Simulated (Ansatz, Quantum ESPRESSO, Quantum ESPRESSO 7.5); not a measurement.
# Screening and band shifts of honeycomb MgO, 1 layer

How does honeycomb MgO, 1 layer respond to a gate-like field without added charge?

Method: plane-wave DFT, LDA, GBRV ultrasoft pseudopotentials (geometry and cross-check by Ansatz 0.2.0 with PAW datasets; geometry under PBE), in Quantum ESPRESSO 7.5.

## 1. Set-up

The cell holds 2 atoms: 1 O and 1 Mg. Cell: a = 3.300 Å, b = 3.300 Å, c = 17.000 Å, α = 90.0°, β = 90.0°, γ = 120.0°. It derives from MgO. Vacuum lies along c.

This sheet is a model structure: its symmetry is held, and its stability is not tested here.

## 2. Relaxation with Ansatz

A relaxation in Ansatz fixes the structure of this slab for the runs on it.

Contents of input.yaml:

```yaml
crystal:
  lattice:
    - [3.3, 0.0, 0.0]
    - [-1.65, 2.8578838325, 0.0]
    - [0.0, 0.0, 17.0]
  atoms:
    - { symbol: O, position: [0.6666666667, 0.3333333333, 0.5] }
    - { symbol: Mg, position: [0.3333333333, 0.6666666667, 0.5] }
kpoints:
  mp_grid: { grid: [12, 12, 1] }
hamiltonian:
  xc: pbe
scf:
  occupations: { method: fermi_dirac, width: 0.05 }
  convergence: { dr2_threshold: 1.0e-08 }
efield:
  axis: 3
  dipole_correction: true
  ramp_position: 0.97
  ramp_width: 0.04
relax:
  f_tol: 0.01
  cell: { fix: [c, alpha, beta] }
output:
  write_potential: true
  write_density: true
  volumetric_format: npy
```

The run is started by

```sh
$ ansatz run input.yaml --threads 2 --pin off --max-ram 4096MiB --backend cpu --events-out ev --progress --plain --runs-dir out
```

Numbers of over 12 decimals in the logs are rounded to 6 here.

What it wrote:

```text
Warning: relax.cell: scf.convergence.dr2_threshold = 1e-8 eV is looser than the 2e-10 eV advised for a relaxation that steers and ends on the stress (1e-10 eV for each atom of the cell: 2). What an SCF threshold leaves in a stress goes as its square root, and in the free energy as the threshold itself, and one threshold admits the most on a small cell: [figures from the program's tests cut] Set scf.convergence.dr2_threshold to 2e-10 eV or tighter. The threshold is an SCF's pass mark: one that does not reach it within its budget of iterations ends unconverged, or closes short of it on a stop that the run arms, and scf.convergence.dr2_threshold's page says what that costs each kind of run
Engine: ansatz 0.2.0, aarch64-unknown-linux-gnu
Pseudopotentials: kind: paw
Pseudopotential: O, paw, valence charge 6, recommended cutoff 420 eV (normal), O.paw.azcp
Pseudopotential: Mg, paw, valence charge 10, recommended cutoff 420 eV (normal), Mg.paw.azcp
Functional definition: PBE
  parameter kappa = 0.804
  parameter beta = 0.066725
  exchange = pbe_x(kappa = kappa, mu = beta*pi^2/3)
  correlation = pbe_c(beta = beta)
Crystal: 2 atoms, lattice volume = 160.327 Å³
Basis set: ecut = 420 eV, 3165 PW (Γ), exchange–correlation on 48×48×240 points (8 copies of the dense FFT grid, shifted against one another)
Bands: 12, of which v1, the nominal top of the filled ones, is band 8 counted from 1 (7 counted from 0)
Symmetry: 6 space group operations
k-points: 19 of 144 (time reversal used)
Non-local potential: O, projectors of the file, l = 0: 2, l = 1: 2, l = 2: 1
Non-local potential: Mg, projectors of the file, l = 0: 3, l = 1: 2, l = 2: 1
PAW form: soft (Blöchl's): semilocal exchange-correlation on the pseudo side does not see the compensation charge
PAW one-centre angular grid: O, 110 points (default); XC on 64 Gauss nodes
PAW one-centre angular grid: Mg, 110 points (default); XC on 64 Gauss nodes
Initial density: superposition of atomic densities (neutral atoms: chi_scale 0, normalization atom), corrected by the library's trained network
Initial wavefunctions: pseudopotential atomic-orbital guess
Functional: x = pbe(κ = 0.804, μ = 0.219515), c = pbe(β = 0.066725)
SCF iter   1: F=—  HF=-2493.226350 eV  |F-HF|=—  |Δ(HF+E_count)|=         —  Δρ=9.80e-4  dr2=2.87e-3  ethr=1.77e-3  p=0.000 e·Å  D=2.13e-5 V/Å  ΔV_dip=-0.00 eV  dr2_dipole=7.74e-10  V_vac-E_F(+/−)=3.45/3.45 eV  ⟨swp⟩=5.8  Hψ=1368  notcnv=0
efield: sawtooth ramp at fractional position 0.9700 (set: `efield.ramp_position`, or a place that a band, a saddle search or an elastic batch's reference lends), width 0.0400; the density the first Hamiltonian is built on has a dipole p = 0.000 e·Å; the dipole correction subtracts the counter field D = 2.13e-5 V/Å, which shifts the + side's vacuum level by -0.00 eV against the − side's; the planar-averaged density in the ramp window peaks in size at 2.5e-6 e/Å³
preconditioner: auto → none  [insulator: Δε(μ)=3.389 eV  Ē_g=11.722 eV  σ=0.050 eV  W_gap=1.00  n_scr=10 (ndim 8)  ℏωp=8.3 eV  f_vac=0.767  D(μ)=0.00/eV (n_scr^D=0)  ε∞_Penn≈1.5]
SCF iter   2: F=—  HF=-2493.226560 eV  |F-HF|=—  |Δ(HF+E_count)|=   2.10e-4  Δρ=6.93e-4  dr2=7.80e-4  ethr=1.79e-5  p=0.000 e·Å  D=4.06e-7 V/Å  ΔV_dip=-0.00 eV  dr2_dipole=1.33e-10  V_vac-E_F(+/−)=3.63/3.63 eV  ⟨swp⟩=2.2  Hψ=545  notcnv=0
SCF iter   3: F=—  HF=-2493.227285 eV  |F-HF|=—  |Δ(HF+E_count)|=   7.24e-4  Δρ=4.92e-4  dr2=4.02e-4  ethr=4.87e-6  p=0.000 e·Å  D=1.04e-5 V/Å  ΔV_dip=-0.00 eV  dr2_dipole=1.16e-10  V_vac-E_F(+/−)=3.69/3.69 eV  ⟨swp⟩=2.1  Hψ=378  notcnv=0
SCF iter   4: F=—  HF=-2493.227647 eV  |F-HF|=—  |Δ(HF+E_count)|=   3.62e-4  Δρ=4.32e-5  dr2=3.74e-6  ethr=2.51e-6  p=0.000 e·Å  D=6.66e-6 V/Å  ΔV_dip=-0.00 eV  dr2_dipole=4.80e-11  V_vac-E_F(+/−)=3.77/3.77 eV  ⟨swp⟩=2.3  Hψ=368  notcnv=0
SCF iter   5: F=—  HF=-2493.227691 eV  |F-HF|=—  |Δ(HF+E_count)|=   4.43e-5  Δρ=9.91e-6  dr2=1.51e-7  ethr=2.34e-8  p=-0.000 e·Å  D=-1.76e-6 V/Å  ΔV_dip=0.00 eV  dr2_dipole=5.79e-11  V_vac-E_F(+/−)=3.78/3.78 eV  ⟨swp⟩=2.0  Hψ=437  notcnv=0
SCF iter   6: F=—  HF=-2493.227692 eV  |F-HF|=—  |Δ(HF+E_count)|=   3.12e-7  Δρ=4.09e-6  dr2=1.53e-8  ethr=9.44e-10  p=0.000 e·Å  D=5.19e-6 V/Å  ΔV_dip=-0.00 eV  dr2_dipole=1.90e-11  V_vac-E_F(+/−)=3.78/3.78 eV  ⟨swp⟩=2.0  Hψ=278  notcnv=0
SCF iter   7: F=-2493.227692 eV  HF=-2493.227692 eV  |F-HF|=5.32e-11  |Δ(HF+E_count)|=   2.18e-8  Δρ=6.18e-7  dr2=5.66e-10  ethr=6.25e-11  p=-0.000 e·Å  D=-1.89e-6 V/Å  ΔV_dip=0.00 eV  dr2_dipole=6.27e-11  V_vac-E_F(+/−)=3.78/3.78 eV  ⟨swp⟩=8.8  Hψ=1212  notcnv=0
SCF 1 converged in 7 iterations: F = -2493.227692 eV  dr2 = 5.66e-10
  greatest PAW one-centre occupation: 1.000 electrons in one spin orbital (limit 2), on the Mg atom at site 1 (counted from 0), in its partial waves of l = 1
relax step   1: F+E_penalty+E_count = -2493.22769181 eV  Δ(F+E_penalty+E_count) = +0.000e0 eV  max|allowed force component| = 2.612e-5 eV/Å  Δτ_max = 0.0000 Å  P = +0.023 GPa  Ω = 160.327 Å³  fix = [c, alpha, beta]  reactions: c +0.000 GPa  (7 SCF iters, accepted)
Initial density: handed on by an earlier stage of this run
Initial wavefunctions: pseudopotential atomic-orbital guess (no wavefunctions were taken with the density)
iter 1 solved again at ethr=6.31e-8 eV; its pass at ethr=3.10e-3 eV (dr2=1.01e-5 eV) is discarded
SCF iter   1: F=—  HF=-2493.227674 eV  |F-HF|=—  |Δ(HF+E_count)|=         —  Δρ=2.59e-6  dr2=2.50e-9  ethr=6.31e-8  p=-0.000 e·Å  D=-1.89e-6 V/Å  ΔV_dip=0.00 eV  dr2_dipole=6.29e-11  V_vac-E_F(+/−)=3.78/3.78 eV  ⟨swp⟩=3.8  Hψ=2130  notcnv=0
efield: sawtooth ramp at fractional position 0.9700 (set: `efield.ramp_position`, or a place that a band, a saddle search or an elastic batch's reference lends), width 0.0400; the density the first Hamiltonian is built on has a dipole p = -0.000 e·Å; the dipole correction subtracts the counter field D = -1.89e-6 V/Å, which shifts the + side's vacuum level by +0.00 eV against the − side's; the planar-averaged density in the ramp window peaks in size at 2.7e-6 e/Å³
preconditioner: auto → none  [insulator: Δε(μ)=3.380 eV  Ē_g=11.801 eV  σ=0.050 eV  W_gap=1.00  n_scr=10 (ndim 8)  ℏωp=8.3 eV  f_vac=0.770  D(μ)=0.00/eV (n_scr^D=0)  ε∞_Penn≈1.5]
SCF iter   2: F=—  HF=-2493.227692 eV  |F-HF|=—  |Δ(HF+E_count)|=   1.80e-5  Δρ=1.38e-6  dr2=6.99e-10  ethr=1.56e-11  p=0.000 e·Å  D=4.07e-6 V/Å  ΔV_dip=-0.00 eV  dr2_dipole=6.55e-12  V_vac-E_F(+/−)=3.78/3.78 eV  ⟨swp⟩=11.6  Hψ=1734  notcnv=0
SCF iter   3: F=-2493.227692 eV  HF=-2493.227692 eV  |F-HF|=3.55e-10  |Δ(HF+E_count)|=  2.89e-10  Δρ=8.88e-7  dr2=2.64e-10  ethr=4.37e-12  p=0.000 e·Å  D=2.67e-6 V/Å  ΔV_dip=-0.00 eV  dr2_dipole=6.99e-15  V_vac-E_F(+/−)=3.78/3.78 eV  ⟨swp⟩=4.5  Hψ=1122  notcnv=0
SCF 2 converged in 3 iterations: F = -2493.227692 eV  dr2 = 2.64e-10
relax step   2: F+E_penalty+E_count = -2493.22769181 eV  Δ(F+E_penalty+E_count) = -2.492e-10 eV  max|allowed force component| = 1.863e-6 eV/Å  Δτ_max = 0.0000 Å  P = +0.023 GPa  Ω = 160.327 Å³  fix = [c, alpha, beta]  reactions: c +0.000 GPa  stress off target by 3.41e-2 GPa on what of the cell is left free  SCF on the basis re-selected at this cell (its energy is not comparable with the rows above)  (3 SCF iters)
basis re-selected at this cell: Δ(F+E_penalty+E_count) = -2.492e-10 eV, ΔP = -0.000 GPa vs the last step (what re-selecting the basis moved, of the pressure what is left beyond the Pulay correction that the steps carried, after the strain that the cell walked since its last selection, with what the two solves' SCF thresholds leave and, on support functions, any second-order correction that the steps lacked; it is no  [...]
WARN: The output density's exchange-correlation potential varies sharply where the density is thin. Do not read a vacuum level from v_tot or v_xc, or from such a field of the output density. On a cell that repeats whose density bears no net charge and no dipole along the vacuum's axis use v_es (v_loc + v_h of the components); under efield.dipole_correction with no amplitude use v_es + v_field, which holds any externa [...]
SCF converged after 3 iterations
Free energy (F): -2493.227692 eV
Harris-Foulkes:  -2493.227692 eV  (|F-HF|=3.55e-10)
Internal energy: -2493.227692 eV  (E = F + TS)
E sigma→0 (E₀):  -2493.227692 eV
Fermi energy:    -2.236503 eV
Dipole field:    D = 0.000003 V/Å  (p = 0.000002 e·Å, saw-weighted, corrected)
Work function:   Φ+ = 3.7824 eV   Φ− = 3.7825 eV
Levels:          The Fermi level and band energies are counted from a zero that moves with the ramp; work functions are not
--- Per-component energies (eV) ---
  E_band       = -476.211536
  E_kinetic    = 252.334867
  E_local      = -7644.034519  (includes V_loc(G=0)·N_el)
  E_nonlocal   = 143.171740
  E_hartree    = 3483.498222
  E_xc         = -103.625252
  E_vxc        = -132.563217  (∫ρ·V_xc dr)
  E_paw        = -449.808602  (= ΣΔE_a)
  E_vpaw       = -62.118587  (= ΣTr[D̂ρ^β])
  E_aug_tail   = 0.002464  (compensation charges beyond the density's cutoff)
  E_efield     = 0.000000  (sawtooth field / dipole correction)
  E_vefield    = -0.000007  (∫n·V_field dr)
  E_ewald      = 1825.233387
  E_smearing   = -0.000000  (= −TS)
  E_closure    = -0.000000  (closes the sum)
  Σ components = -2493.227692   (vs F -2493.227692, Δ=0.00e0)
--- Forces (eV/Å), atoms counted from 1 ---
  atom   1  O      0.00000000     0.00000000     0.00000205
  atom   2  Mg    -0.00000000    -0.00000000    -0.00000168
  max |Σ_I F_I| component: 3.66e-7 eV/Å
--- Stress (GPa, compression-positive) ---
        0.034070       0.000000       0.000000
       -0.000000       0.034070      -0.000000
        0.000000      -0.000000       0.000096
  P = ⅓ Tr σ = 0.0227 GPa (0.227 kbar)
--- Band table (eV; the first three rows and the last of 19) ---
  k-point 0: bands = [... 4 lower, -19.3269, -4.9370, -4.3151, -4.3151, -0.6115, 1.0454, 1.5882, 2.7986]
  k-point 1: bands = [... 4 lower, -19.2988, -4.8869, -4.5054, -4.3309, -0.3990, 1.1453, 1.7242, 2.9021]
  k-point 2: bands = [... 4 lower, -19.2212, -4.9538, -4.7461, -4.3733, 0.1465, 1.4391, 2.1260, 3.2123]
  k-point 18: bands = [... 4 lower, -18.8359, -5.6513, -5.5764, -3.9917, 4.6651, 5.0079, 5.1645, 5.4590]
--- Relaxed structure (1 steps of the walk, 1 accepted, 1 SCFs on fresh bases) ---
  F+E_penalty+E_count = -2493.22769181 eV   max|allowed force component| = 1.863e-6 eV/Å   (the final SCF, on the basis selected at the relaxed cell)
  cell:  # Å, volume = 160.3273 Å³
    - [3.300000, 0.0, 0.0]
    - [-1.650000, 2.857884, 0.0]
    - [0.0, 0.0, 17.0]
  atoms:
    - { symbol: O, position: [0.666667, 0.333333, 0.5] }
    - { symbol: Mg, position: [0.333333, 0.666667, 0.5] }
```

Wall time 2.6 s (2 threads of Arm Neoverse V2, shared host); peak memory 0.38 GiB; 4.9 s of CPU time.

Little changed from the start: no atom moved by 0.005 Å and no cell edge by 0.1 %.

Read from the output:

```
free energy                                                      : -2493.2277 eV
Fermi energy                                                     : -2.237 eV
gap by band count                                                : 3.380 eV
symmetry operations                                              : 6
dipole along the normal                                          : 2.26e-6 e·Å
vacuum level at the upper face over a Fermi level inside the gap : 3.782 eV
vacuum level at the lower face over a Fermi level inside the gap : 3.782 eV
```

(Part 1 of 6 ends here.)

[Logs are printed without paths, hosts, clocks, repeated set-up lines and the standing remarks that a program may print on its own settings, such as how far it seeks lower states.]

[Hosts, paths, dates, database ids (printed as entryN), source tags and the programs' standing remarks are cut or masked in the printed files.]

[Maps of the electrostatic potential energy from Ansatz leave out the sawtooth potential of an applied field or a dipole correction, so their vacuum need not be flat; planar profiles and work functions include it.]
